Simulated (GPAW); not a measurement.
# As (R-3m) in GPAW: settings compared

Aim: see how the results for As move with the level of theory and the settings. Levels: r2SCAN, PBEsol+D3, HSE06. Tasks: relaxation of cell and atoms, single point.

All numbers are computed with GPAW 26.7.0; they aren't measurements. Logs are shortened: lines on timing, memory, paths and dates and some standing lists are left out, and cuts for length are marked. The log counts tension as positive stress, the text compression.

### Step 1. The structure

Symmetry: R-3m, No. 166, trigonal system. Conventional cell: a = 3.762 Å, b = 3.762 Å, c = 10.542 Å, α = 90.00°, β = 90.00°, γ = 120.00°. As (site symmetry 3m) is surrounded by 3 As at 2.51 Å.

### Step 2. Relaxation of cell and atoms, r2SCAN

Input file run.py:

```python
from ase import Atoms
from ase.filters import FrechetCellFilter
from ase.io import write
from ase.optimize import FIRE
from gpaw import GPAW, PW

atoms = Atoms(['As', 'As'],
              cell=[[1.8807968987, 1.0858785957, 3.5140619945],
                    [-1.8807968987, 1.0858785957, 3.5140619945],
                    [0.0, -2.1717571915, 3.5140619945]],
              scaled_positions=[[0.226, 0.226, 0.226],
                                [0.774, 0.774, 0.774]],
              pbc=True)

calc = GPAW(mode=PW(600),
            xc='MGGA_X_R2SCAN+MGGA_C_R2SCAN',
            kpts={'size': (6, 6, 6), 'gamma': True},
            occupations={'name': 'fermi-dirac', 'width': 0.05},
            nbands=13,
            convergence={'density': 1e-06, 'energy': 1e-06, 'eigenstates': 1e-10},
            maxiter=150,
            txt='gpaw.txt')
atoms.calc = calc
opt = FIRE(FrechetCellFilter(atoms), trajectory='relax.traj', logfile='-')
done = opt.run(fmax=0.05, steps=100)
calc.write('gs.gpw')
write('result.traj', atoms)
print('Converged:', done)
print('Cell:', atoms.cell.cellpar().round(4))
print('Volume:', round(atoms.get_volume(), 4))
print(atoms.get_scaled_positions().round(5))
```

Potentials or basis: GPAW PAW data sets (gpaw-data 1.2.1), pw.

Command:

```sh
$ OMP_NUM_THREADS=1 python run.py
```

gpaw.txt:

```text
__  _  _
 | _ |_)|_||  |
 |__||  | ||/\| - 26.7.0

Input parameters:
  mode=PW(ecut=600.0),
  convergence={'density': 1e-06, 'energy': 1e-06, 'eigenstates': 1e-10},
  kpts=MonkhorstPack(size=(6, 6, 6), gamma=True),
  maxiter=150,
  nbands=13,
  occupations=Occupations(name='fermi-dirac', width=0.05),
  xc=XC(name='MGGA_X_R2SCAN+MGGA_C_R2SCAN')

Diagonalizing LCAO Hamiltonian
Converting LCAO to pw mode

       As

       As

Atoms  # Å, Bohr magnetons
|   | symbol |         x |         y |        z |    initial magnetic moments |
|---|--------|-----------|-----------|----------|-----------------------------|
| 0 |     As | -0.000000 | -0.000000 | 2.382534 | ( 0.0000,  0.0000,  0.0000) |
| 1 |     As |  0.000000 | -0.000000 | 8.159652 | ( 0.0000,  0.0000,  0.0000) |

Unit cell  # Å
| periodic |         x |         y |        z |  lengths |    angles |
|----------|-----------|-----------|----------|----------|-----------|
|      yes |  1.880797 |  1.085879 | 3.514062 | 4.131000 | 54.167000 |
|      yes | -1.880797 |  1.085879 | 3.514062 | 4.131000 | 54.167000 |
|      yes |  0.000000 | -2.171757 | 3.514062 | 4.131000 | 54.167000 |

Number of symmetries: 12
Symmetry operations  # r_c * U_cc + t_c -> r_c
|    | kind |            matrix            |
|----|------|------------------------------|
|  0 |  E   |  1, 0, 0,  0, 1, 0,  0, 0, 1 |
|  1 |  σ   |  1, 0, 0,  0, 0, 1,  0, 1, 0 |
|  2 |  σ   |  0, 1, 0,  1, 0, 0,  0, 0, 1 |
|  3 |  C3  |  0, 1, 0,  0, 0, 1,  1, 0, 0 |
|  4 |  C3  |  0, 0, 1,  1, 0, 0,  0, 1, 0 |
|  5 |  σ   |  0, 0, 1,  0, 1, 0,  1, 0, 0 |
|  6 |  C2  |  0, 0,-1,  0,-1, 0, -1, 0, 0 |
|  7 |  S6  |  0, 0,-1, -1, 0, 0,  0,-1, 0 |
[... 102 lines left out ...]
xc functional:
  name: MGGA_X_R2SCAN+MGGA_C_R2SCAN with 2 nearest neighbor stencil

convergence criteria:
- Maximum integral of absolute [dens]ity change: 1e-06 electrons / valence electron
- Maximum [total energy] change in last 3 cyles: 1e-06 eV / valence electron
- Maximum integral of absolute [eigenst]ate change: 1e-10 eV^2 / valence electron
maximum number of iterations: 150

SCF iterations
|iter     | |      energy | eigst |  dens |
|---------|-|-------------|-------|-------|
|iter:   1| |  -27.954539 | -0.68 |       |
|iter:   2| |  -26.294433 | -1.78 | -1.19 |
|iter:   3| |-32899.472336 | +3.96 | -1.16 |
|iter:   4| |  -20.833982 | +2.31 | +1.54 |
|iter:   5| |  -26.324751 | +0.34 | -0.93 |
|iter:   6| |  -26.336408 | -1.73 | -1.49 |
|iter:   7| |  -26.336552 | -3.52 | -1.72 |
|iter:   8| |  -26.335536 | -3.76 | -1.95 |
|iter:   9| |  -26.335647 | -5.45 | -2.61 |
|iter:  10| |  -26.335715 | -5.43 | -2.86 |
|iter:  11| |  -26.335721 | -6.51 | -3.40 |
|iter:  12| |  -26.335721c| -7.39 | -3.76 |
|iter:  13| |  -26.335721c| -8.83 | -4.15 |
|iter:  14| |  -26.335721c| -9.19 | -4.42 |
|iter:  15| |  -26.335721c| -9.79 | -4.93 |
|iter:  16| |  -26.335721c|-10.54c| -6.31c|

Converged in 16 steps
Energy contributions relative to reference atoms: (reference = -123005.947200)

Energy contributions:
  Kinetic:          15.442878
  Coulomb:         -14.579175
  Zero:             -0.233469
  External:          0.000000
  Xc:              -26.964928
  Entropy:          -0.002053
  Spinorbit:         0.000000
  ----------------------------
  Free energy:     -26.336748
  Extrapolated:    -26.335721
[... 234 lines left out ...]
No gap
No difference between direct/indirect transitions

Stress tensor  # eV/Ang^3
|         x |         y |         z |
|-----------|-----------|-----------|
| -0.009051 |  0.000000 | -0.000000 |
|  0.000000 | -0.009051 | -0.000000 |
| -0.000000 | -0.000000 | -0.008495 |

Forces  # eV/Ang
|       x |        y |        z |
|---------|----------|----------|
| 0.00000 | -0.00000 |  0.03423 |  # As   0
| 0.00000 |  0.00000 | -0.03423 |  # As   1

Interpolating wave functions to new cell

       As

       As

Atoms  # Å, Bohr magnetons
|   | symbol |         x |         y |        z |    initial magnetic moments |
|---|--------|-----------|-----------|----------|-----------------------------|
| 0 |     As | -0.000000 | -0.000000 | 2.391712 | ( 0.0000,  0.0000,  0.0000) |
| 1 |     As |  0.000000 | -0.000000 | 8.183395 | ( 0.0000,  0.0000,  0.0000) |

Unit cell  # Å
| periodic |         x |         y |        z |  lengths |    angles |
|----------|-----------|-----------|----------|----------|-----------|
|      yes |  1.887220 |  1.089587 | 3.525036 | 4.144234 | 54.179347 |
|      yes | -1.887220 |  1.089587 | 3.525036 | 4.144234 | 54.179347 |
|      yes | -0.000000 | -2.179173 | 3.525036 | 4.144234 | 54.179347 |
[... 1228 lines left out ...]
Fermi level: 6.563
Eigenvalues  # (at kpt = [0.000, 0.000, 0.000])
| band index |      eig [eV] | occ [0-2] |
|------------|---------------|-----------|
|          0 |        -8.975 |     2.000 |
|          1 |         0.521 |     2.000 |
|          2 |         3.989 |     2.000 |
|          3 |         4.364 |     2.000 |
|          4 |         4.364 |     2.000 |
|          5 |         8.277 |     0.000 |
|          6 |         9.535 |     0.000 |
|          7 |         9.535 |     0.000 |
|          8 |        13.937 |     0.000 |
|          9 |        13.937 |     0.000 |
|         10 |        14.506 |     0.000 |
|         11 |        15.881 |     0.000 |
|         12 |        15.881 |     0.000 |

No gap
No difference between direct/indirect transitions

Stress tensor  # eV/Ang^3
|        x |        y |         z |
|----------|----------|-----------|
| 0.002367 | 0.000000 |  0.000000 |
| 0.000000 | 0.002367 |  0.000000 |
| 0.000000 | 0.000000 | -0.000961 |

Forces  # eV/Ang
|        x |        y |        z |
|----------|----------|----------|
|  0.00000 |  0.00000 | -0.08167 |  # As   0
| -0.00000 | -0.00000 |  0.08167 |  # As   1

Interpolating wave functions to new cell

       As

       As

Atoms  # Å, Bohr magnetons
|   | symbol |         x |         y |        z |    initial magnetic moments |
|---|--------|-----------|-----------|----------|-----------------------------|
| 0 |     As | -0.000000 | -0.000000 | 2.401759 | ( 0.0000,  0.0000,  0.0000) |
| 1 |     As | -0.000000 | -0.000000 | 8.232019 | ( 0.0000,  0.0000,  0.0000) |
[... 168 lines left out ...]
Fermi level: 6.573
Eigenvalues  # (at kpt = [0.000, 0.000, 0.000])
| band index |      eig [eV] | occ [0-2] |
|------------|---------------|-----------|
|          0 |        -8.977 |     2.000 |
|          1 |         0.533 |     2.000 |
|          2 |         3.999 |     2.000 |
|          3 |         4.366 |     2.000 |
|          4 |         4.367 |     2.000 |
|          5 |         8.274 |     0.000 |
|          6 |         9.541 |     0.000 |
|          7 |         9.541 |     0.000 |
|          8 |        13.950 |     0.000 |
|          9 |        13.950 |     0.000 |
|         10 |        14.529 |     0.000 |
|         11 |        15.895 |     0.000 |
|         12 |        15.895 |     0.000 |

No gap
No difference between direct/indirect transitions

Stress tensor  # eV/Ang^3
|        x |         y |         z |
|----------|-----------|-----------|
| 0.001743 | -0.000000 | -0.000000 |
| 0.000000 |  0.001743 |  0.000000 |
| 0.000000 |  0.000000 | -0.001585 |

Forces  # eV/Ang
|       x |        y |        z |
|---------|----------|----------|
| 0.00000 |  0.00000 | -0.05939 |  # As   0
| 0.00000 | -0.00000 |  0.05939 |  # As   1

Interpolating wave functions to new cell

       As

       As

Atoms  # Å, Bohr magnetons
|   | symbol |         x |         y |        z |    initial magnetic moments |
|---|--------|-----------|-----------|----------|-----------------------------|
| 0 |     As | -0.000000 | -0.000000 | 2.400849 | ( 0.0000,  0.0000,  0.0000) |
| 1 |     As | -0.000000 | -0.000000 | 8.234185 | ( 0.0000,  0.0000,  0.0000) |

Unit cell  # Å
| periodic |         x |         y |        z |  lengths |    angles |
|----------|-----------|-----------|----------|----------|-----------|
|      yes |  1.894921 |  1.094033 | 3.545011 | 4.165902 | 54.112443 |
|      yes | -1.894921 |  1.094033 | 3.545011 | 4.165902 | 54.112443 |
|      yes | -0.000000 | -2.188067 | 3.545011 | 4.165902 | 54.112443 |
[... 179 lines left out ...]
No gap
No difference between direct/indirect transitions

Stress tensor  # eV/Ang^3
|         x |         y |         z |
|-----------|-----------|-----------|
|  0.001043 | -0.000000 | -0.000000 |
| -0.000000 |  0.001043 |  0.000000 |
| -0.000000 |  0.000000 | -0.002267 |

Forces  # eV/Ang
|       x |        y |        z |
|---------|----------|----------|
| 0.00000 |  0.00000 | -0.03444 |  # As   0
| 0.00000 | -0.00000 |  0.03444 |  # As   1

# Writing to gs.gpw (mode='')
```

It took 11 min on 1 thread of Arm Neoverse V1, shared host; peak memory 0.49 GiB.

What came out:

* Free energy: -26.3423 eV
* Relaxed volume: 22.05 Å³/atom
* Relaxed cell: a = 4.166 Å, b = 4.166 Å, c = 4.166 Å, α = 54.11°, β = 54.11°, γ = 54.11°
* Space group after relaxing (to 0.05 Å): R-3m (No. 166)
* Energy gained by relaxing: 2.7 meV/atom
* Ionic steps: 10
* Pressure after relaxing: 0.0 GPa
* Largest force after relaxing: 0.034 eV/Å
* Band gap on the k mesh: none (metal or under the smearing width)

Forces on the atoms (eV/Å):
```
As   0.000  0.000 -0.034
As   0.000  0.000  0.034
```

Stress tensor (GPa, compression positive):
```
-0.17  0.00  0.00
 0.00 -0.17  0.00
 0.00  0.00  0.36
```

Step by step:
| step | energy change (eV) | largest force (eV/Å) | pressure (GPa) | volume (Å³) |
| --- | --- | --- | --- | --- |
| 1 | 0.0000 | 0.0709 | 1.75 | 43.06 |
| 2 | -0.0016 | 0.0342 | 1.42 | 43.21 |
| 3 | -0.0035 | 0.0264 | 0.85 | 43.49 |
| 4 | -0.0046 | 0.0880 | 0.18 | 43.85 |
| 5 | -0.0045 | 0.1189 | -0.37 | 44.20 |
| 6 | -0.0046 | 0.1124 | -0.34 | 44.19 |
| 7 | -0.0048 | 0.0997 | -0.28 | 44.17 |
| 8 | -0.0050 | 0.0817 | -0.20 | 44.15 |
| 9 | -0.0053 | 0.0594 | -0.10 | 44.12 |
| 10 | -0.0054 | 0.0344 | 0.01 | 44.10 |

Final structure:
```cif
data_structure
_symmetry_space_group_name_H-M 'P 1'
_symmetry_Int_Tables_number 1
_cell_length_a 4.1659
_cell_length_b 4.1659
_cell_length_c 4.1659
_cell_angle_alpha 54.112
_cell_angle_beta 54.112
_cell_angle_gamma 54.112
_cell_volume 44.10
loop_
_atom_site_label
_atom_site_type_symbol
_atom_site_fract_x
_atom_site_fract_y
_atom_site_fract_z
_atom_site_occupancy
As1 As 0.22575 0.22575 0.22575 1
As2 As 0.77425 0.77425 0.77425 1
```

Caveat: later steps reuse the first step's grids; the PAW data sets were made with another functional, which shifts forces and pressure a little. Zero-point motion and thermal expansion aren't in these numbers.

(Part 1 of 2 ends here.)
